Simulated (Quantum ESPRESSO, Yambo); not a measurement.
An input for Quantum ESPRESSO 7.5 (KI (Fm-3m)):

```
&control
  calculation = 'nscf'
  prefix = 'x'
  outdir = 'o'
  pseudo_dir = 'pseudo'
/
&system
  ibrav = 0
  nat = 2
  ntyp = 2
  ecutwfc = 76.0
  nbnd = 326
  force_symmorphic = .true.
  noncolin = .true.
  lspinorb = .true.
/
&electrons
  conv_thr = 1e-9
  electron_maxstep = 80
  diago_full_acc = .true.
  diago_thr_init = 5e-6
/
ATOMIC_SPECIES
  K 39.098 K.upf
  I 126.9 I.upf
CELL_PARAMETERS angstrom
  0.0000000000 3.5327750000 3.5327750000
  3.5327750000 0.0000000000 3.5327750000
  3.5327750000 3.5327750000 -0.0000000000
ATOMIC_POSITIONS crystal
  K 0.0000000000 0.0000000000 0.0000000000
  I 0.5000000000 0.5000000000 0.5000000000
K_POINTS automatic
  4 4 4 0 0 0
```

```sh
OMP_NUM_THREADS=1 mpirun -n 4 pw.x -nk 4 -in pw.in > pw.out
```

Q: How long will it take on 4 MPI ranks of Intel Xeon 6975P-C (Granite Rapids), shared host, and how much memory?

It took 58 s; on shared hardware allow 29 s to 1.9 min. Peak host memory was 1.7 GiB.

[Paths, hosts, dates, memory and timing lines, banners, echoed tables and standing remarks are left out of the program output.]

[Logs are printed without paths, hosts, clocks, repeated set-up lines and the standing remarks that a program may print on its own settings, such as how far it seeks lower states.]

[Runs of the session that timed out or met a known fault of the program may be left out.]

[Hosts, paths, dates, database ids (printed as entryN), source tags and the programs' standing remarks are cut or masked in the printed files.]
